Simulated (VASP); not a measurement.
# Ge (Fd-3m) in VASP: phonons with LDA

Aim: the phonons of Ge with LDA.

All numbers are computed with VASP 6.6.1; they aren't measurements. Logs are shortened: lines on timing, memory, paths and dates and some standing lists are left out, and cuts for length are marked.

### 1 The crystal as given

Symmetry: Fd-3m, No. 227, cubic system. Conventional cell: a = 5.658 Å, b = 5.658 Å, c = 5.658 Å, α = 90.00°, β = 90.00°, γ = 90.00°. Ge (site symmetry -43m) has 4 Ge at 2.45 Å as nearest neighbours.

The cell was built by a generator and needn't be a form met in nature.

### 2 Phonons, LDA

POSCAR

```
Ge
1.0
    0.0000000000      2.8290000000      2.8290000000
    2.8290000000      0.0000000000      2.8290000000
    2.8290000000      2.8290000000      0.0000000000
Ge
2
Direct
    0.0000000000      0.0000000000      0.0000000000
    0.2500000000      0.2500000000      0.2500000000
```

INCAR.step1

```
PREC = Accurate
ENCUT = 600
EDIFF = 1E-8
ISMEAR = -1
SIGMA = 0.03
LREAL = False
LASPH = True
NELM = 80
ALGO = Normal
ISIF = 2
LWAVE = False
LCHARG = False
NELECT = 27.95155
KPAR = 2
IBRION = 2
NSW = 40
EDIFFG = -0.002
```

INCAR.step2

```
PREC = Accurate
ENCUT = 600
EDIFF = 1E-8
ISMEAR = -1
SIGMA = 0.03
LREAL = False
LASPH = True
NELM = 80
ALGO = Normal
ISIF = 2
LWAVE = False
LCHARG = False
NELECT = 27.95155
KPAR = 2
IBRION = 6
NFREE = 2
POTIM = 0.015
NSW = 1
```

KPOINTS

```
Automatic mesh
0
Gamma
  32 32 32
```

Potentials or basis: VASP PAW LDA potentials, release 64 (Ge_d).

On the command line:

```sh
$ cat potpaw_LDA.64/Ge_d/POTCAR > POTCAR
$ cp INCAR.step1 INCAR
$ mpirun -np 2 vasp_std > vasp.out
$ cp CONTCAR POSCAR
$ cp INCAR.step2 INCAR
$ mpirun -np 2 vasp_std > vasp.out
```

OUTCAR:

```text
PREC = Accurate
   ENCUT = 600
   EDIFF = 1E-8
   ISMEAR = -1
   LREAL = False
   LASPH = True
   NELM = 80
   ISIF = 2
   NELECT = 27.95155
   IBRION = 6
   NFREE = 2
   POTIM = 0.015
   NSW = 1

 ion  position               nearest neighbor table
   1  0.000  0.000  0.000-   2 2.45   2 2.45   2 2.45   2 2.45
   2  0.250  0.250  0.250-   1 2.45   1 2.45   1 2.45   1 2.45

  LATTYP: Found a face centered cubic cell.
 ALAT       =     5.6580000000

  Lattice vectors:

 A1 = (   0.0000000000,   2.8290000000,   2.8290000000)
 A2 = (   2.8290000000,   0.0000000000,   2.8290000000)
 A3 = (   2.8290000000,   2.8290000000,   0.0000000000)

Analysis of symmetry for initial positions (statically):
=====================================================================
 Subroutine PRICEL returns:
 Original cell was already a primitive cell.

 Routine SETGRP: Setting up the symmetry group for a
 face centered cubic supercell.

 Subroutine GETGRP returns: Found 48 space group operations
 (whereof 24 operations were pure point group operations)
 out of a pool of 48 trial point group operations.

The static configuration has the point symmetry T_d .
 The point group associated with its full space group is O_h .

Analysis of symmetry for dynamics (positions and initial velocities):
=====================================================================
 Subroutine PRICEL returns:
 Original cell was already a primitive cell.

 Routine SETGRP: Setting up the symmetry group for a
 face centered cubic supercell.

 Subroutine GETGRP returns: Found 48 space group operations
 (whereof 24 operations were pure point group operations)
 out of a pool of 48 trial point group operations.

The dynamic configuration has the point symmetry T_d .
 The point group associated with its full space group is O_h .

 Subroutine INISYM returns: Found 48 space group operations
 (whereof 24 operations are pure point group operations),
 and found     1 'primitive' translations

----------------------------------------------------------------------------------------

                                     Primitive cell

  volume of cell :      45.2823

  direct lattice vectors                    reciprocal lattice vectors
     0.000000000  2.829000000  2.829000000    -0.176740898  0.176740898  0.176740898
     2.829000000  0.000000000  2.829000000     0.176740898 -0.176740898  0.176740898
     2.829000000  2.829000000  0.000000000     0.176740898  0.176740898 -0.176740898

  length of vectors
     4.000810168  4.000810168  4.000810168     0.306124215  0.306124215  0.306124215

  position of ions in fractional coordinates (direct lattice)
     0.000000000  0.000000000  0.000000000
     0.250000000  0.250000000  0.250000000

  ion indices of the primitive-cell ions
   primitive index   ion index
                 1           1
                 2           2

----------------------------------------------------------------------------------------

 KPOINTS: Automatic mesh

Automatic generation of k-mesh.
 Grid dimensions read from file:
 generate k-points for:   32   32   32

 Generating k-lattice:

  Cartesian coordinates                     Fractional coordinates (reciprocal lattice)
    -0.005523153  0.005523153  0.005523153     0.031250000  0.000000000  0.000000000
     0.005523153 -0.005523153  0.005523153     0.000000000  0.031250000  0.000000000
     0.005523153  0.005523153 -0.005523153     0.000000000  0.000000000  0.031250000

  Length of vectors
     0.009566382  0.009566382  0.009566382

  Shift w.r.t. Gamma in fractional coordinates (k-lattice)
     0.000000000  0.000000000  0.000000000

 Subroutine IBZKPT returns following result:
 ===========================================

 Found    897 irreducible k-points:

 Following reciprocal coordinates:
            Coordinates               Weight
  0.000000  0.000000  0.000000      1.000000
  0.031250  0.000000  0.000000      8.000000
  0.062500  0.000000  0.000000      8.000000
  0.093750  0.000000  0.000000      8.000000
  0.125000  0.000000  0.000000      8.000000
  0.156250  0.000000  0.000000      8.000000
[... 16 lines left out ...]
  0.187500  0.031250  0.000000     24.000000
  0.218750  0.031250  0.000000     24.000000
 [... further k-points ...]
   k-points           NKPTS =    897   k-points in BZ     NKDIM =    897   number of bands    NBANDS=     18
   number of dos      NEDOS =    301   number of ions     NIONS =      2
   total plane-waves  NPLWV =  32768
   dimension x,y,z NGX =    32 NGY =   32 NGZ =   32
   dimension x,y,z NGXF=    64 NGYF=   64 NGZF=   64
   ions per type =               2
   NGX,Y,Z   is equivalent  to a cutoff of  13.30, 13.30, 13.30 a.u.
   NGXF,Y,Z  is equivalent  to a cutoff of  26.59, 26.59, 26.59 a.u.
 SYSTEM =  unknown system
   PREC   = accura    normal or accurate (medium, high low for compatibility)
   ISTART =      0    job   : 0-new  1-cont  2-samecut
   ICHARG =      2    charge: 1-file 2-atom 10-const
   ISPIN  =      1    spin polarized calculation?
   LNONCOLLINEAR =      F non collinear calculations
   LSORBIT =      F    spin-orbit coupling
   LASPH  =      T    aspherical Exc in radial PAW
   ENCUT  =  600.0 eV  44.10 Ry    6.64 a.u.   7.99  7.99  7.99*2*pi/ulx,y,z
   NELM   =     80;   NELMIN=  2; NELMDL=  0     # of ELM steps
   EDIFF  = 0.1E-07   stopping-criterion for ELM
   LREAL  =      F    real-space projection
   EDIFFG = 0.1E-06   stopping-criterion for IOM
   NSW    =     61    number of steps for IOM
   IBRION =      6    ionic relax: 0-MD 1-quasi-New 2-CG
   NFREE  =      2    steps in history (QN), initial steepest desc. (CG)
   ISIF   =      2    stress and relaxation
   ISYM   =      2    0-nonsym 1-usesym 2-fastsym
   POTIM  = 0.0150    time-step for ionic-motion
   TEBEG  =    0.0;   TEEND  =   0.0 temperature during run
   PSTRESS=    0.0 pullay stress
   NELECT =      27.9516    total number of electrons
   NUPDOWN=      -1.0000    fix difference up-down
   EMIN   =  10.00;   EMAX   =-10.00  energy-range for DOS
   EFERMI =   0.00;   METHOD = LEGACY
   ISMEAR =    -1;   SIGMA  =   0.03  broadening in eV -4-tet -1-fermi 0-gaus
   EFERMI_NEDOS =   21; number of points for ismear=-14 and -15
   IALGO  =     38    algorithm
   IMIX   =      4    mixing-type and parameters
     AMIX     =   0.40;   BMIX     =  1.00
     AMIX_MAG =   1.60;   BMIX_MAG =  1.00
  volume/ion in A,a.u.               =      22.64       152.79
  Fermi-wavevector in a.u.,A,eV,Ry     =   1.393907  2.634103 26.435809  1.942977
  Thomas-Fermi vector in A             =   2.517508
   LORBIT       =      0    0 simple, 1 ext, 2 COOP (PROOUT), +10 PAW based schemes
   GGA     = CA    functional components
   LHFCALC =     F    Hartree Fock is set to
   AEXX    =    0.0000 exact exchange contribution
   IVDW    =     0    specifies the selected vdW correction
   LEPSILON=     F    determine dielectric tensor
   LRPA    =     F    only Hartree local field effects (RPA)
 finite differences with symmetry
 non-spin polarized calculation
  energy-cutoff  :      600.00
  volume of cell :       45.28
 maximum number of plane-waves:      1540
   NGX = 15   NGY = 15   NGZ = 15

--------------------------------------- Ionic step        1  -------------------------------------------

 number of electron      27.9515513 magnetization

 Free energy of the ion-electron system (eV)
  ---------------------------------------------------
  ext. energy  EPLUGINS =         0.00000000
  ---------------------------------------------------
  free energy    TOTEN  =       -10.60612556 eV

  energy without entropy =      -10.60553969  energy(sigma->0) =      -10.60583263

------------------------ aborting loop because EDIFF is reached ----------------------------------------

  FORCE on cell =-STRESS in cart. coord.  units (eV):
  Direction    XX          YY          ZZ          XY          YZ          ZX
  --------------------------------------------------------------------------------------
  -------------------------------------------------------------------------------------
  Total       -0.7926986     -0.7926986     -0.7926986      0.0000000      0.0000000      0.0000000
  in kB      -28.0472225    -28.0472225    -28.0472225      0.0000000      0.0000000      0.0000000
  external PRESSURE =     -28.0472225 kB  Pullay stress =       0.0000000 kB
[... 57 lines left out ...]
  energy  without entropy=      -10.6044571824  energy(sigma->0) =      -10.60474669

--------------------------------------- Ionic step        3  -------------------------------------------

 number of electron      27.9515510 magnetization

 Free energy of the ion-electron system (eV)
  ---------------------------------------------------
  ext. energy  EPLUGINS =         0.00000000
  ---------------------------------------------------
  free energy    TOTEN  =       -10.60503619 eV

  energy without entropy =      -10.60445717  energy(sigma->0) =      -10.60474668

 E-fermi :   4.3004     XC(G=0): -10.2718

 val. band max:        4.2988601470   @ k =  -0.1562   0.0938   0.0000
 cond. band min:       4.3021682697   @ k =   0.0625   0.0938  -0.0312
 fundamental gap:      0.0033081227
 Fermi energy:         4.3004105587

 k-point     1 :       0.0000    0.0000    0.0000
  band No.  band energies     occupation
      1     -20.2508      2.00000
      2     -20.2481      2.00000
      3     -20.2450      2.00000
      4     -20.2109      2.00000
      5     -20.2108      2.00000
      6     -20.0030      2.00000
[... 10 lines left out ...]
     17       7.2524      0.00000
     18       7.3075      0.00000
[... 466 lines left out ...]
      2     -20.2608      2.00000
      3     -20.2385      2.00000
      4     -20.1903      2.00000
      5     -20.1857      2.00000
      6     -20.0274      2.00000
[... 10 lines left out ...]
     17       8.3457      0.00000
     18       9.5286      0.00000

 [... further k-points ...]

------------------------ aborting loop because EDIFF is reached ----------------------------------------

  FORCE on cell =-STRESS in cart. coord.  units (eV):
  Direction    XX          YY          ZZ          XY          YZ          ZX
  --------------------------------------------------------------------------------------
  -------------------------------------------------------------------------------------
  Total       -0.7958848     -0.7938459     -0.7938459     -0.0000000     -0.1241540     -0.0000000
  in kB      -28.1599538    -28.0878140    -28.0878140     -0.0000000     -4.3928116     -0.0000000
  external PRESSURE =     -28.1118606 kB  Pullay stress =       0.0000000 kB
[... 17 lines left out ...]
  FREE ENERGIE OF THE ION-ELECTRON SYSTEM (eV)
  ---------------------------------------------------
  free  energy   TOTEN  =       -10.6050361913 eV

  energy  without entropy=      -10.6044571712  energy(sigma->0) =      -10.60474668

 INTERNAL STRAIN TENSORS FROM DISPLACED ATOMS
 ============================================

 INTERNAL STRAIN TENSOR FOR ION    1 for displacements in x,y,z  (eV/Angst):
          X           Y           Z          XY          YZ          ZX
  --------------------------------------------------------------------------------
  x    -0.00000    -0.00000    -0.00000     0.00000     8.27481     0.00000
  y     0.00000     0.00000     0.00000    -0.00000     0.00000     8.27481
  z    -0.00000    -0.00000    -0.00000     8.27481    -0.00000     0.00000

 INTERNAL STRAIN TENSOR FOR ION    2 for displacements in x,y,z  (eV/Angst):
          X           Y           Z          XY          YZ          ZX
  --------------------------------------------------------------------------------
  x     0.00000     0.00000     0.00000    -0.00000    -8.27481    -0.00000
  y    -0.00000    -0.00000    -0.00000     0.00000    -0.00000    -8.27481
  z     0.00000     0.00000     0.00000    -8.27481     0.00000    -0.00000

 Eigenvectors and eigenvalues of the dynamical matrix
 ----------------------------------------------------

   1 f  =    8.065847 THz    50.679208 2PiTHz  269.047680 cm-1    33.357646 meV
             X         Y         Z           dx          dy          dz
      0.000000  0.000000  0.000000     0.000000   -0.707107    0.000000
      1.414500  1.414500  1.414500     0.000000    0.707107    0.000000

   2 f  =    8.065847 THz    50.679208 2PiTHz  269.047680 cm-1    33.357646 meV
             X         Y         Z           dx          dy          dz
      0.000000  0.000000  0.000000    -0.707107    0.000000    0.000000
      1.414500  1.414500  1.414500     0.707107    0.000000    0.000000
[... 11 lines left out ...]
   5 f  =    0.000000 THz     0.000000 2PiTHz    0.000000 cm-1     0.000000 meV
             X         Y         Z           dx          dy          dz
      0.000000  0.000000  0.000000     0.000000    0.707107    0.000000
      1.414500  1.414500  1.414500     0.000000    0.707107    0.000000

   6 f  =    0.000000 THz     0.000000 2PiTHz    0.000000 cm-1     0.000000 meV
             X         Y         Z           dx          dy          dz
      0.000000  0.000000  0.000000     0.000000    0.000000    0.707107
      1.414500  1.414500  1.414500     0.000000    0.000000    0.707107

 ELASTIC MODULI CONTR FROM IONIC RELAXATION (kBar)
 Direction    XX          YY          ZZ          XY          YZ          ZX
 --------------------------------------------------------------------------------
 XX          -0.0000     -0.0000     -0.0000      0.0000      0.0000     -0.0000
 YY          -0.0000     -0.0000     -0.0000      0.0000      0.0000     -0.0000
 ZZ          -0.0000     -0.0000     -0.0000      0.0000      0.0000     -0.0000
 XY           0.0000      0.0000      0.0000   -250.6877      0.0000      0.0000
 YZ           0.0000      0.0000      0.0000      0.0000   -250.6877     -0.0000
 ZX          -0.0000     -0.0000     -0.0000      0.0000     -0.0000   -250.6877
 --------------------------------------------------------------------------------
```

Run time: 36 min. Hardware: 2 MPI ranks of Intel Xeon Platinum 8488C (Sapphire Rapids), shared host; peak memory 5.3 GiB.

What came out:

- Highest phonon frequency at Γ: 269 cm⁻¹

Phonon frequencies in cm⁻¹ (negative: imaginary):
| q point | frequencies |
| --- | --- |
| (0.000, 0.000, 0.000) | 0 0 0 269 269 269 |

Caveat: the cell is charged against a uniform background, so pressure and absolute levels hang on convention.
